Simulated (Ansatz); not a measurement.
# Structure types of WC at a series of pressures

All-electron LAPW in Ansatz 0.2.0 under PBE, scalar-relativistic, energies extrapolated to zero smearing, no spin–orbit coupling; spin polarisation is left out. At each pressure a set of structure types was relaxed with symmetry kept. The table gives H = E + pV above the lowest type of that row in meV/atom (up to 5 of noise); a dash means not tried or turned into another type. Real phases may be missing from the set. k spacings are near 0.17 to 0.21 Å⁻¹, smearing 0.05 to 0.1 eV.

Question: Among CsCl, WC, rocksalt, zincblende, NiAs, distorted NiAs, which leads at -0.037, 31, 76, 150, 280, 480 GPa?

Answer: WC at -0.037 GPa; WC at 31 GPa; WC at 76 GPa; WC at 150 GPa; WC at 280 GPa; CsCl at 480 GPa.

```tsv
p (GPa)	V of the lowest (Å³/atom)	CsCl	WC	rocksalt	zincblende	NiAs	distorted NiAs
-0.037	10.53	914	0	446	675	203	–
31	9.81	839	0	440	1095	215	–
76	9.09	725	0	425	1584	229	–
150	8.29	558	0	398	2225	244	–
280	7.38	275	0	352	3099	–	270
480	6.25	0	94	388	4222	–	402
```
